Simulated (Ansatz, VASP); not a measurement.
# BAs: VASP beside Ansatz

```
B As
1.0
     0.00000    2.36593    2.36593
     2.36593    0.00000    2.36593
     2.36593    2.36593    0.00000
B As
1 1
Direct
  0.00000 0.00000 0.00000
  0.75000 0.75000 0.75000
```

Alike in both runs: functional LDA; k mesh 10 × 10 × 10; occupations gaussian, width 0.02 eV; no spin polarisation.

Ansatz relaxed the structure, and its values are those at the end. VASP's run is a single point on that final structure, the one shown.

|  | VASP | Ansatz |
| --- | --- | --- |
| version | VASP 6.6.1 | Ansatz 0.2.0 |
| potentials or method | VASP PAW LDA potentials, release 64 (B, As) | scalar-relativistic, plane waves, PAW |
| plane-wave cutoff (eV) | 520 | 420 |
| valence electrons in the cell | 8 | 18 |

VASP gave:

| Property | Result |
| --- | --- |
| gap on the k mesh at the Fermi level (eV) | 1.10 |
| least direct gap on the mesh (eV) | 3.29 |
| pressure (GPa) | 1.0 |

Problem. What did Ansatz give for the same quantities?

Solution. gap on the k mesh at the Fermi level (eV): 1.10; least direct gap on the mesh (eV): 3.29; pressure (GPa): 0.0.

The two sets of potentials don't hold the same shells in valence.

A k mesh can miss the band edges. A hybrid or GW would open this gap; LDA tends to underestimate it.
